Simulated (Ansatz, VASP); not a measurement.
Re in VASP and in Ansatz

INCAR

```
SYSTEM = Re
PREC = Accurate ; ENCUT = 520
EDIFF = 1E-6 ; ISMEAR = -1
SIGMA = 0.05 ; LREAL = .False.
LASPH = .True. ; NELM = 60
ALGO = Normal ; ISIF = 2
LWAVE = .False. ; LCHARG = .False.
NBANDS = 22
```

File KPOINTS:

```
regular mesh
0
Gamma
  11 11 3
  0 0 0
```

The input POSCAR:

```
Re
1.0
    2.7478204761      0.0000000000      0.0000000000
   -1.3739102380      2.3796823373      0.0000000000
    0.0000000000      0.0000000000      8.8788511029
Re
4
Direct
    0.6666666667      0.3333333333      0.7500000000
    0.0000000000      0.0000000000      0.5000000000
    0.3333333333      0.6666666667      0.2500000000
    0.0000000000      0.0000000000      0.0000000000
```

Contents of input.yaml:

```yaml
crystal:
  lattice:
    - [2.7478204761, 0.0, 0.0]
    - [-1.373910238, 2.3796823373, 0.0]
    - [0.0, 0.0, 8.8788511029]
  atoms:
    - { symbol: Re, position: [0.6666666667, 0.3333333333, 0.75] }
    - { symbol: Re, position: [0.0, 0.0, 0.5] }
    - { symbol: Re, position: [0.3333333333, 0.6666666667, 0.25] }
    - { symbol: Re, position: [0.0, 0.0, 0.0] }
hamiltonian:
  xc: lda
  pseudopotentials: { kind: paw }
kpoints:
  mp_grid: { grid: [11, 11, 3] }
scf:
  occupations: { method: fermi_dirac, width: 0.05 }
output:
  forces: true
  stress: true
  eigenvalues: true
```

Alike in both runs: task single point; functional LDA; k mesh 11 × 11 × 3; occupations fermi-dirac, width 0.05 eV; no spin polarisation.

|  | VASP | Ansatz |
| --- | --- | --- |
| version | VASP 6.6.1 | Ansatz 0.2.0 |
| potentials or method | VASP PAW LDA potentials, release 64 (Re) | Ansatz PAW |
| plane-wave cutoff (eV) | 520 | 420 |
| valence electrons in the cell | 28 | 60 |

VASP gave:

* gap on the k mesh at the Fermi level (eV): none
* pressure (GPa): -3.8
* largest component of the traceless stress (GPa): 0.23

Estimate Ansatz's values.

gap on the k mesh at the Fermi level (eV): none; pressure (GPa): -5.2; largest component of the traceless stress (GPa): 0.14.

A gap of «none» marks a metal or a gap that the smearing closes. The two sets of potentials don't hold the same shells in valence.

Caveats: the PAW data sets come from PBE, with cores solved anew for the run's functional, which leaves a small shift of forces and pressure (Ansatz). Spin-orbit coupling is left out, which matters for the levels of Re.
